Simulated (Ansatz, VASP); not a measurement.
**Two plane-wave programs on PbS**

File POSCAR:

```
PbS
1.0
    0.0667646504      2.9872326819      2.9872326819
    2.9872326819      0.0667646504      2.9872326819
    3.0539973324      3.0539973324      0.0000000001
Pb S
1 1
Direct
    0.0000000000      0.0000000000      0.0000000000
    0.5000000000      0.5000000000      0.5000000000
```

File INCAR.step1:

```
SYSTEM = PbS
PREC = Accurate
ENCUT = 520
ISMEAR = 0
SIGMA = 0.01
LREAL = .FALSE.
LASPH = .TRUE.
NELM = 100
NBANDS = 17
GGA = PE
ALGO = Normal
EDIFF = 1E-4
LWAVE = .TRUE.
LCHARG = .FALSE.
```

The input INCAR.step2:

```
SYSTEM = PbS
PREC = Accurate
ENCUT = 520
EDIFF = 1E-6
ISMEAR = 0
SIGMA = 0.01
LREAL = .FALSE.
LASPH = .TRUE.
NELM = 100
ALGO = Normal
ISIF = 2
LWAVE = .FALSE.
LCHARG = .FALSE.
METAGGA = R2SCAN
LMIXTAU = .TRUE.
NBANDS = 17
ISTART = 1
```

File KPOINTS:

```
Automatic mesh
0
G
  8 8 8
  0 0 0
```

Input for Ansatz:

```yaml
crystal:
  lattice:
    - [0.0667646504, 2.9872326819, 2.9872326819]
    - [2.9872326819, 0.0667646504, 2.9872326819]
    - [3.0539973324, 3.0539973324, 1.0e-10]
  atoms:
    - { symbol: Pb, position: [0.0, 0.0, 0.0] }
    - { symbol: S, position: [0.5, 0.5, 0.5] }
kpoints:
  mp_grid: { grid: [8, 8, 8] }
  band_path:
    path:
      - [0.0, 0.0, 0.0]
      - [0.5, 0.0, 0.5]
      - [0.625, 0.25, 0.625]
      - [0.375, 0.375, 0.75]
      - [0.5, 0.5, 0.5]
      - [0.5, 0.25, 0.75]
      - [0.0, 0.0, 0.5]
      - [0.0, 0.5, 0.0]
    npoints: 1
hamiltonian:
  xc: r2scan
scf:
  occupations: { method: fixed }
  n_extra_bands: 4
output:
  forces: true
  stress: true
  eigenvalues: true
```

Change from the starting cell: shear_xy strain +4.5%.

Alike in both runs: task single point; functional r2SCAN; k mesh 8 × 8 × 8; no spin polarisation.

|  | VASP | Ansatz |
| --- | --- | --- |
| version | VASP 6.6.1 | Ansatz 0.2.0 |
| potentials or method | VASP PAW PBE potentials, release 64 (Pb_d, S) | plane waves, PAW |
| plane-wave cutoff (eV) | 520 | 500 |
| occupations | gaussian, width 0.01 eV | fixed |
| valence electrons in the cell | 20 | 20 |

|  | VASP | Ansatz | Ansatz less VASP |
| --- | --- | --- | --- |
| gap on the k mesh at the Fermi level (eV) | 0.47 | 0.46 | -0.010 |
| pressure (GPa) | 0.0 | 0.0 | +0.02 |
| largest component of the traceless stress (GPa) | 0.92 | 0.92 | -0.001 |

Caveats: the PAW data sets were made with another functional, which shifts forces and pressure a little (VASP); spin-orbit coupling is left out, which as a rule narrows the gap of such compounds by several tenths of an eV. A k mesh can miss the band edges.
